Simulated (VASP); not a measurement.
Level of theory: LDA (Ceperley-Alder, Perdew-Zunger), VASP's LDA PAW potentials (set 64) (plane waves; VASP 6.6.1).

VASP input:

### INCAR
```
! general
SYSTEM = CaF2
PREC   = Accurate
ENCUT  = 520
LREAL  = F
LASPH  = T   ! aspherical one-centre terms
ICHARG = 11   ! fixed density

! electronic loop
EDIFF  = 1E-7   ! SCF stop (eV)
NELM   = 100   ! most electronic steps
ALGO   = Normal

! smearing
ISMEAR = 0   ! Gaussian
SIGMA  = 0.05   ! width (eV)

! output
LWAVE  = F
LCHARG = F
LORBIT = 11   ! lm-projected
```

File POSCAR:
```
CaF2
1
    0.0000000000     2.6688414330     2.6688414330
    2.6688414330     0.0000000000     2.6688414330
    2.6688414330     2.6688414330     0.0000000000
Ca F
1 2
Direct
  0.0000000000   1.0000000000   0.0000000000
  0.2500000000   0.2500000000   0.2500000000
  0.7500000000   0.7500000000   0.7500000000
```

File KPOINTS:
```
k-points along high-symmetry lines
15
Line-mode
Reciprocal
  0.000000   0.000000   0.000000 ! GAMMA
  0.500000  -0.000000   0.500000 ! X

  0.500000  -0.000000   0.500000 ! X
  0.625000   0.250000   0.625000 ! U

  0.375000   0.375000   0.750000 ! K
  0.000000   0.000000   0.000000 ! GAMMA

  0.000000   0.000000   0.000000 ! GAMMA
  0.500000   0.500000   0.500000 ! L

  0.500000   0.500000   0.500000 ! L
  0.500000   0.250000   0.750000 ! W

  0.500000   0.250000   0.750000 ! W
  0.500000  -0.000000   0.500000 ! X
```

POTCAR, in this order: Ca_sv F (LDA.64 set). Program: vasp_std. Read from the step before: CHGCAR.

Output of the run:

OUTCAR:
```
 ion  position               nearest neighbor table
   1  0.000  0.000  0.000-   3 2.31   3 2.31   3 2.31   2 2.31   2 2.31   2 2.31   3 2.31   2 2.31
  LATTYP: Found a face centered cubic cell.
 ALAT       =     5.3376828660
 Subroutine PRICEL returns:
 Original cell was already a primitive cell.
 Subroutine GETGRP returns: Found 48 space group operations
The static configuration has the point symmetry O_h .
The dynamic configuration has the point symmetry O_h .
 Subroutine INISYM returns: Found 48 space group operations
   k-points           NKPTS =     90   k-points in BZ     NKDIM =     90   number of bands    NBANDS=     16
   number of dos      NEDOS =    301   number of ions     NIONS =      3
   total plane-waves  NPLWV =  21952
   dimension x,y,z NGX =    28 NGY =   28 NGZ =   28
   dimension x,y,z NGXF=    56 NGYF=   56 NGZF=   56
   ions per type =               1   2
   PREC   = accura    normal or accurate (medium, high low for compatibility)
   ISTART =      0    job   : 0-new  1-cont  2-samecut
   ICHARG =     11    charge: 1-file 2-atom 10-const
   ISPIN  =      1    spin polarized calculation?
   LNONCOLLINEAR =      F non collinear calculations
   LSORBIT =      F    spin-orbit coupling
   INIWAV =      1    electr: 0-lowe 1-rand  2-diag
   ENCUT  =  520.0 eV  38.22 Ry    6.18 a.u.   7.02  7.02  7.02*2*pi/ulx,y,z
   NELM   =    100;   NELMIN=  2; NELMDL= -5     # of ELM steps
...
```

File OSZICAR:
```
       N       E                     dE             d eps       ncg     rms          rms(c)
DAV:   1     0.211615146397E+03    0.21162E+03   -0.13800E+04  2888   0.153E+03
DAV:   2    -0.984788792049E+01   -0.22146E+03   -0.21739E+03  3648   0.387E+02
DAV:   3    -0.185416618178E+02   -0.86938E+01   -0.86853E+01  3344   0.853E+01
DAV:   4    -0.188587725669E+02   -0.31711E+00   -0.31705E+00  4848   0.126E+01
DAV:   5    -0.188605794375E+02   -0.18069E-02   -0.18068E-02  3336   0.994E-01
DAV:   6    -0.188606208988E+02   -0.41461E-04   -0.41461E-04  4264   0.844E-02
DAV:   7    -0.188606213078E+02   -0.40896E-06   -0.40895E-06  3752   0.118E-02
DAV:   8    -0.188606213169E+02   -0.91013E-08   -0.91119E-08  3464   0.125E-03
   1 F= -.18860621E+02 E0= -.18860621E+02  d E =-.240892E-25
```

**OUTCAR**
```
 val. band max:       -0.9669124005   @ k =   0.5000   0.0000   0.5000

 cond. band min:       6.3477290339   @ k =   0.0000   0.0000   0.0000



 k-point     1 :       0.0000    0.0000    0.0000
  band No.  band energies     occupation
      1     -36.0882      2.00000
      2     -20.6737      2.00000
      3     -19.7405      2.00000
      4     -17.3265      2.00000
      5     -17.3265      2.00000
      6     -17.3265      2.00000
      7      -3.3707      2.00000
      8      -3.3707      2.00000
      9      -3.3707      2.00000
     10      -1.2388      2.00000
     11      -1.2388      2.00000
     12      -1.2388      2.00000
     13       6.3477      0.00000
     14       8.3150      0.00000
     15       8.3150      0.00000
     16      10.7789      0.00000

 k-point     2 :       0.0357    0.0000    0.0357
  band No.  band energies     occupation
      1     -36.0873      2.00000
      2     -20.6804      2.00000
      3     -19.7464      2.00000
      4     -17.3285      2.00000
      5     -17.3285      2.00000
      6     -17.3151      2.00000
      7      -3.3654      2.00000
      8      -3.3654      2.00000
      9      -3.3450      2.00000
     10      -1.2844      2.00000
     11      -1.2375      2.00000
     12      -1.2375      2.00000
     13       6.3966      0.00000
     14       8.3127      0.00000
     15       8.3268      0.00000
     16      10.7707      0.00000

 k-point     3 :       0.0714    0.0000    0.0714
  band No.  band energies     occupation
      1     -36.0846      2.00000
      2     -20.7003      2.00000
      3     -19.7618      2.00000
      4     -17.3343      2.00000
      5     -17.3343      2.00000
      6     -17.2816      2.00000
      7      -3.3495      2.00000
      8      -3.3495      2.00000
      9      -3.2687      2.00000
     10      -1.4160      2.00000
     11      -1.2338      2.00000
     12      -1.2338      2.00000
     13       6.5391      0.00000
     14       8.3044      0.00000
...
```

The density is held fixed in this step, so its total energy and stress have no physical meaning.

The compound is CaF2 in the fluorite structure. It was relaxed first, which changed the volume by -7 %.
